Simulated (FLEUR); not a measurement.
**BeTe under changes of volume**

One of the cells (21.254 Å³/atom); the others are scaled copies at fixed shape and fractional positions:

```
CELL_PARAMETERS angstrom
0.00000 2.77000 2.77000
2.77000 0.00000 2.77000
2.77000 2.77000 0.00000
ATOMIC_POSITIONS crystal
Te 0.75000 0.75000 0.75000
Be 0.00000 0.00000 0.00000
```

* Program: FLEUR MaX-R8.1 (later development tree)
* Functional: LDA
* Potentials or basis: all-electron
* Basis: FLAPW
* Kmax: 4.21 1/bohr
* k mesh: 8 × 8 × 8
* Occupations: fermi-dirac, width 0.05 eV
* Spin: no spin polarisation

```csv
volume (Å³/atom),energy over the lowest point (meV/atom),gap on the mesh (eV)
19.979,?,?
20.404,9.92,1.67
21.254,0.00,1.77
22.104,4.05,1.86
22.529,10.53,1.91
```

What does the run at 19.979 Å³/atom give?

Energy over the lowest point 21.11 meV/atom; gap on the mesh 1.61 eV.

Worked out: A Birch-Murnaghan fit of order 2 (a polynomial in V^(-2/3)) to the other rows has its minimum at 21.41 Å³/atom with B0 = V·E''(V) = 64 GPa. It gives 21.07 meV/atom at 19.979 Å³/atom, against the run's 21.11. A straight line through the other rows of the gap, of slope 2.4 eV per unit of ln V, extrapolates to 1.62 eV, against the run's 1.61.

Energies are extrapolated to zero smearing.

Caveats: spin-orbit coupling is left out, which moves the levels of the heavy elements.

A mesh can miss the band edges.
